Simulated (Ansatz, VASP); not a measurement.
BiTe3: VASP beside Ansatz

File INCAR:

```
PREC = Accurate
ENCUT = 600
EDIFF = 1E-6
ISMEAR = 0
SIGMA = 0.1
LREAL = False
LASPH = True
NELM = 100
ALGO = Normal
ISIF = 3
LWAVE = False
LCHARG = False
GGA = PE
IBRION = 2
NSW = 100
EDIFFG = -0.01
```

File KPOINTS:

```
Automatic mesh
0
Gamma
  10 10 10
```

Contents of POSCAR:

```
BiTe3
1.0
    4.9097484006      0.0000000000      0.0000000000
    0.0000000000      4.9097484006      0.0000000000
    0.0000000000      0.0000000000      4.9097484006
Bi Te
1 3
Direct
    0.0000000000      0.0000000000      0.0000000000
    0.0000000000      0.5000000000      0.5000000000
    0.5000000000      0.0000000000      0.5000000000
    0.5000000000      0.5000000000      0.0000000000
```

Input for Ansatz:

```yaml
crystal:
  lattice:
    - [4.9097484006, 0.0, 0.0]
    - [0.0, 4.9097484006, 0.0]
    - [0.0, 0.0, 4.9097484006]
  atoms:
    - { symbol: Bi, position: [0.0, 0.0, 0.0] }
    - { symbol: Te, position: [0.0, 0.5, 0.5] }
    - { symbol: Te, position: [0.5, 0.0, 0.5] }
    - { symbol: Te, position: [0.5, 0.5, 0.0] }
basis:
  ecutwfc: 420
kpoints:
  mp_grid: { grid: [10, 10, 10] }
hamiltonian:
  xc: pbe
scf:
  occupations: { method: gaussian, width: 0.1 }
output:
  forces: true
  stress: true
  eigenvalues: true
relax:
  adjacent_minimum: "off"
  f_tol: 0.01
  max_steps: 80
  cell: { stress_tol: 0.05 }
```

Alike in both runs: task relaxation of cell and atoms; functional PBE; k mesh 10 × 10 × 10; occupations gaussian, width 0.1 eV; no spin polarisation.

```csv
,VASP,Ansatz
version,VASP 6.6.1,Ansatz 0.2.0
potentials or method,"VASP PAW PBE potentials, release 64 (Bi_d, Te)","scalar-relativistic, plane waves, PAW"
plane-wave cutoff (eV),600,420
valence electrons in the cell,33,63
```

|  | VASP | Ansatz | Ansatz less VASP |
| --- | --- | --- | --- |
| gap on the k mesh at the Fermi level, each at its own relaxed structure (eV) | none | none | - |
| relaxed volume (Å³/atom) | 29.34 | 29.37 | +0.032 |
| relaxed cell length with the largest relative difference (Å) | 4.896 | 4.898 | +0.0018 |

A gap of «none» marks a metal or a gap that the smearing closes. The two sets of potentials don't hold the same shells in valence.

Caveats: spin-orbit coupling is left out, which moves the levels of the heavy elements.
